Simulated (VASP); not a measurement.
# CsSnBr3 (Pm-3m) in VASP: electric field gradients with PBEsol

Aim: the electric field gradients of CsSnBr3 with PBEsol.

All numbers are computed with VASP 6.6.1; they aren't measurements. Logs are shortened: lines on timing, memory, paths and dates and some standing lists are left out, and cuts for length are marked.

**What was measured.**

“Influence of hidden halogen mobility on local structure of CsSn(Cl1−xBrx)3 mixed-halide perovskites by solid-state NMR”, 2020, pmc:8179406 reports, for a powder of CsSnBr3 at 300 K: band gap 1.79 eV (optical).

The runs below are set against these values where they give the same quantity.

**1. The crystal as given**

The structure is cubic, space group Pm-3m (No. 221). Conventional cell: a = 5.839 Å, b = 5.839 Å, c = 5.839 Å, α = 90.00°, β = 90.00°, γ = 90.00°. Cs (site symmetry m-3m) has 12 Br at 4.13 Å as nearest neighbours. Sn (site symmetry m-3m) is surrounded by 6 Br at 2.92 Å. Br (site symmetry 4/mmm) is surrounded by 2 Sn at 2.92 Å.

The cell is a database's computed one.

**2. Electric field gradients, PBEsol**

INCAR

```
PREC = Accurate
ENCUT = 520
EDIFF = 1E-7
ISMEAR = -1
SIGMA = 0.02
LREAL = F
LASPH = T
NELM = 100
ALGO = Normal
ISIF = 2
LWAVE = F
LCHARG = F
GGA = PS
LEFG = T
```

KPOINTS

```
regular mesh
0
Gamma
  4 4 4
```

POSCAR

```
CsSnBr3
1.0
    5.8390056100      0.0000000000      0.0000000000
    0.0000000000      5.8390056100      0.0000000000
    0.0000000000      0.0000000000      5.8390056100
Cs Sn Br
1 1 3
Direct
    0.0000000000      0.0000000000      0.0000000000
    0.5000000000      0.5000000000      0.5000000000
    0.5000000000      0.0000000000      0.5000000000
    0.5000000000      0.5000000000      0.0000000000
    0.0000000000      0.5000000000      0.5000000000
```

Potentials or basis: VASP PAW PBE potentials, release 64 (Cs_sv, Sn_d, Br).

Command:

```
$ cat potpaw_PBE.64/Cs_sv/POTCAR potpaw_PBE.64/Sn_d/POTCAR potpaw_PBE.64/Br/POTCAR > POTCAR
$ mpirun -np 1 vasp_std > vasp.out
```

OUTCAR:

```text
PREC = Accurate
   ENCUT = 520
   EDIFF = 1E-7
   ISMEAR = -1
   LREAL = F
   LASPH = T
   NELM = 100
   ISIF = 2
   GGA = PS

 ion  position               nearest neighbor table
   1  0.000  0.000  0.000-
   2  0.500  0.500  0.500-   3 2.92   4 2.92   5 2.92   4 2.92   3 2.92   5 2.92
   3  0.500  0.000  0.500-   2 2.92   2 2.92
   4  0.500  0.500  0.000-   2 2.92   2 2.92
   5  0.000  0.500  0.500-   2 2.92   2 2.92

  LATTYP: Found a simple cubic cell.
 ALAT       =     5.8390056100

  Lattice vectors:

 A1 = (   5.8390056100,   0.0000000000,   0.0000000000)
 A2 = (   0.0000000000,   5.8390056100,   0.0000000000)
 A3 = (   0.0000000000,   0.0000000000,   5.8390056100)

Analysis of symmetry for initial positions (statically):
=====================================================================
 Subroutine PRICEL returns:
 Original cell was already a primitive cell.

 Routine SETGRP: Setting up the symmetry group for a
 simple cubic supercell.

 Subroutine GETGRP returns: Found 48 space group operations
 (whereof 48 operations were pure point group operations)
 out of a pool of 48 trial point group operations.

The static configuration has the point symmetry O_h .

Analysis of symmetry for dynamics (positions and initial velocities):
=====================================================================
 Subroutine PRICEL returns:
 Original cell was already a primitive cell.

 Routine SETGRP: Setting up the symmetry group for a
 simple cubic supercell.

 Subroutine GETGRP returns: Found 48 space group operations
 (whereof 48 operations were pure point group operations)
 out of a pool of 48 trial point group operations.

The dynamic configuration has the point symmetry O_h .

 Subroutine INISYM returns: Found 48 space group operations
 (whereof 48 operations are pure point group operations),
 and found     1 'primitive' translations

----------------------------------------------------------------------------------------

                                     Primitive cell

  volume of cell :     199.0750

  direct lattice vectors                    reciprocal lattice vectors
     5.839005610  0.000000000  0.000000000     0.171262038  0.000000000  0.000000000
     0.000000000  5.839005610  0.000000000     0.000000000  0.171262038  0.000000000
     0.000000000  0.000000000  5.839005610     0.000000000  0.000000000  0.171262038

  length of vectors
     5.839005610  5.839005610  5.839005610     0.171262038  0.171262038  0.171262038

  position of ions in fractional coordinates (direct lattice)
     0.000000000  0.000000000  0.000000000
     0.500000000  0.500000000  0.500000000
     0.500000000  0.000000000  0.500000000
     0.500000000  0.500000000  0.000000000
     0.000000000  0.500000000  0.500000000

  ion indices of the primitive-cell ions
   primitive index   ion index
                 1           1
                 2           2
                 3           3
                 4           4
                 5           5

----------------------------------------------------------------------------------------

 KPOINTS: regular mesh

Automatic generation of k-mesh.
 Grid dimensions read from file:
 generate k-points for:    4    4    4

 Generating k-lattice:

  Cartesian coordinates                     Fractional coordinates (reciprocal lattice)
     0.042815509  0.000000000  0.000000000     0.250000000  0.000000000  0.000000000
     0.000000000  0.042815509  0.000000000     0.000000000  0.250000000  0.000000000
     0.000000000  0.000000000  0.042815509     0.000000000  0.000000000  0.250000000

  Length of vectors
     0.042815509  0.042815509  0.042815509
[... 27 lines left out ...]
   NGX,Y,Z   is equivalent  to a cutoff of  13.67, 13.67, 13.67 a.u.
   NGXF,Y,Z  is equivalent  to a cutoff of  27.33, 27.33, 27.33 a.u.
 SYSTEM =  unknown system
   PREC   = accura    normal or accurate (medium, high low for compatibility)
   ISTART =      0    job   : 0-new  1-cont  2-samecut
   ICHARG =      2    charge: 1-file 2-atom 10-const
   ISPIN  =      1    spin polarized calculation?
   LNONCOLLINEAR =      F non collinear calculations
   LSORBIT =      F    spin-orbit coupling
   LASPH  =      T    aspherical Exc in radial PAW
   ENCUT  =  520.0 eV  38.22 Ry    6.18 a.u.  10.86 10.86 10.86*2*pi/ulx,y,z
   NELM   =    100;   NELMIN=  2; NELMDL= -5     # of ELM steps
   EDIFF  = 0.1E-06   stopping-criterion for ELM
   LREAL  =      F    real-space projection
   EDIFFG = 0.1E-05   stopping-criterion for IOM
   NSW    =      0    number of steps for IOM
   IBRION =     -1    ionic relax: 0-MD 1-quasi-New 2-CG
   NFREE  =      0    steps in history (QN), initial steepest desc. (CG)
   ISIF   =      2    stress and relaxation
   ISYM   =      2    0-nonsym 1-usesym 2-fastsym
   POTIM  = 0.5000    time-step for ionic-motion
   TEBEG  =    0.0;   TEEND  =   0.0 temperature during run
   PSTRESS=    0.0 pullay stress
   NELECT =      44.0000    total number of electrons
   NUPDOWN=      -1.0000    fix difference up-down
   EMIN   =  10.00;   EMAX   =-10.00  energy-range for DOS
   EFERMI =   0.00;   METHOD = LEGACY
   ISMEAR =    -1;   SIGMA  =   0.02  broadening in eV -4-tet -1-fermi 0-gaus
   EFERMI_NEDOS =   21; number of points for ismear=-14 and -15
   IALGO  =     38    algorithm
   IMIX   =      4    mixing-type and parameters
     AMIX     =   0.40;   BMIX     =  1.00
     AMIX_MAG =   1.60;   BMIX_MAG =  1.00
  volume/ion in A,a.u.               =      39.81       268.68
  Fermi-wavevector in a.u.,A,eV,Ry     =   0.989814  1.870477 13.330054  0.979731
  Thomas-Fermi vector in A             =   2.121439
   LORBIT       =      0    0 simple, 1 ext, 2 COOP (PROOUT), +10 PAW based schemes
   GGA     = PS    functional components
   LHFCALC =     F    Hartree Fock is set to
   AEXX    =    0.0000 exact exchange contribution
   IVDW    =     0    specifies the selected vdW correction
   LEPSILON=     F    determine dielectric tensor
   LRPA    =     F    only Hartree local field effects (RPA)
 non-spin polarized calculation
  energy-cutoff  :      520.00
  volume of cell :      199.07
 maximum number of plane-waves:      5400
 NGX is ok and might be reduce to    48
   NGX = 21   NGY = 21   NGZ = 21

 number of electron      44.0000008 magnetization

 Free energy of the ion-electron system (eV)
  ---------------------------------------------------
  ext. energy  EPLUGINS =         0.00000000
  ---------------------------------------------------
  free energy    TOTEN  =       -16.73912460 eV

  energy without entropy =      -16.73912378  energy(sigma->0) =      -16.73912419

 E-fermi :   2.2424     XC(G=0):  -7.8359

 val. band max:        2.0471988841   @ k =   0.5000   0.5000   0.5000
 cond. band min:       2.4596062879   @ k =   0.5000   0.5000   0.5000
 fundamental gap:      0.4124074038
 Fermi energy:         2.2424154942

 k-point     1 :       0.0000    0.0000    0.0000
  band No.  band energies     occupation
      1     -20.1673      2.00000
      2     -20.0523      2.00000
      3     -20.0523      2.00000
      4     -20.0234      2.00000
      5     -20.0234      2.00000
      6     -20.0234      2.00000
[... 279 lines left out ...]
     25       2.4596      0.00004
     26       5.6824      0.00000

------------------------ aborting loop because EDIFF is reached ----------------------------------------

  FORCE on cell =-STRESS in cart. coord.  units (eV):
  Direction    XX          YY          ZZ          XY          YZ          ZX
  --------------------------------------------------------------------------------------
  -------------------------------------------------------------------------------------
  Total       -0.7561993     -0.7561993     -0.7561993     -0.0000000     -0.0000000     -0.0000000
  in kB       -6.0859753     -6.0859753     -6.0859753     -0.0000000     -0.0000000     -0.0000000
  external PRESSURE =      -6.0859753 kB  Pullay stress =       0.0000000 kB

 VOLUME and BASIS-vectors are now :
 -----------------------------------------------------------------------------
  energy-cutoff  :      520.00
  volume of cell :      199.07
      direct lattice vectors                 reciprocal lattice vectors
     5.839005610  0.000000000  0.000000000     0.171262038  0.000000000  0.000000000
     0.000000000  5.839005610  0.000000000     0.000000000  0.171262038  0.000000000
     0.000000000  0.000000000  5.839005610     0.000000000  0.000000000  0.171262038

 POSITION                                       TOTAL-FORCE (eV/Angst)
 -----------------------------------------------------------------------------------
      0.00000      0.00000      0.00000         0.000000      0.000000      0.000000
      2.91950      2.91950      2.91950         0.000000      0.000000      0.000000
      2.91950      0.00000      2.91950         0.000000      0.000000      0.000000
      2.91950      2.91950      0.00000         0.000000      0.000000      0.000000
      0.00000      2.91950      2.91950         0.000000      0.000000      0.000000
 -----------------------------------------------------------------------------------
    total drift:                                0.000000     -0.000000     -0.000000

  FREE ENERGIE OF THE ION-ELECTRON SYSTEM (eV)
  ---------------------------------------------------
  free  energy   TOTEN  =       -16.7391245982 eV

  energy  without entropy=      -16.7391237830  energy(sigma->0) =      -16.73912419

 Electric field gradients (V/A^2)
---------------------------------------------------------------------
 ion       V_xx      V_yy      V_zz      V_xy      V_xz      V_yz
---------------------------------------------------------------------
   1       0.000     0.000     0.000     0.000    -0.000     0.000
   2      -0.000    -0.000    -0.000    -0.000     0.000     0.000
   3    -109.878   219.756  -109.878    -0.000     0.000    -0.000
   4    -109.878  -109.878   219.756    -0.000    -0.000     0.000
   5     219.756  -109.878  -109.878     0.000     0.000     0.000
---------------------------------------------------------------------

 Electric field gradients after diagonalization (V/A^2)
 (convention: |V_zz| > |V_xx| > |V_yy|)
----------------------------------------------------------------------
 ion       V_xx      V_yy      V_zz     asymmetry (V_yy - V_xx)/ V_zz
----------------------------------------------------------------------
   1       0.000     0.000     0.000      -0.089
   2      -0.000    -0.000    -0.000      -0.091
   3    -109.878  -109.878   219.756       0.000
   4    -109.878  -109.878   219.756       0.000
   5    -109.878  -109.878   219.756       0.000
----------------------------------------------------------------------

           NMR quadrupolar parameters

 Cq : quadrupolar parameter    Cq=e*Q*V_zz/h
 eta: asymmetry parameters     (V_yy - V_xx)/ V_zz
 Q  : nuclear electric quadrupole moment in mb (millibarn)
----------------------------------------------------------------------
 ion       Cq(MHz)       eta       Q (mb)
----------------------------------------------------------------------
   1       0.000      -0.089       1.000
   2      -0.000      -0.091       1.000
   3       0.531       0.000       1.000
   4       0.531       0.000       1.000
   5       0.531       0.000       1.000
----------------------------------------------------------------------
```

Run time: 73 s. Hardware: 1 thread of Intel Xeon Platinum 8259CL at 2.50GHz (Skylake/Cascade Lake), shared host; peak memory 0.34 GiB.

What came out:

```
Free energy            : -16.7391 eV
Pressure               : -0.6 GPa
Band gap on the k mesh : 0.41 eV, direct
```

Electric field gradients, principal values (V/Å²):
```
atom       Vxx       Vyy      Vzz
1 Cs     0.000     0.000    0.000
2 Sn     0.000     0.000    0.000
3 Br  -109.878  -109.878  219.756
4 Br  -109.878  -109.878  219.756
5 Br  -109.878  -109.878  219.756
```

Caveat: the PAW data sets were made with another functional, which shifts forces and pressure a little; spin-orbit coupling is left out, which moves the levels of the heavy elements.

**3. Comparison with measurements**

Step 2. A measured gap of CsSnBr3 is 1.79 eV (optical; 300 K; powder; “Influence of hidden halogen mobility on local structure of CsSn(Cl1−xBrx)3 mixed-halide perovskites by solid-state NMR”, 2020, pmc:8179406); the calculated 0.41 eV misses it by -1.38 eV. So large a miss can be the level of theory's own, or it may mean another phase, state or a wrong row. Spin-orbit coupling on Br, Cs, Sn is left out. The value is that of PBEsol on a finite k mesh, which can miss the band edges, without temperature or zero-point motion. Semilocal functionals fall short of measured gaps as a rule. The cell is a database's relaxed one, not the measured one, which moves gaps too.
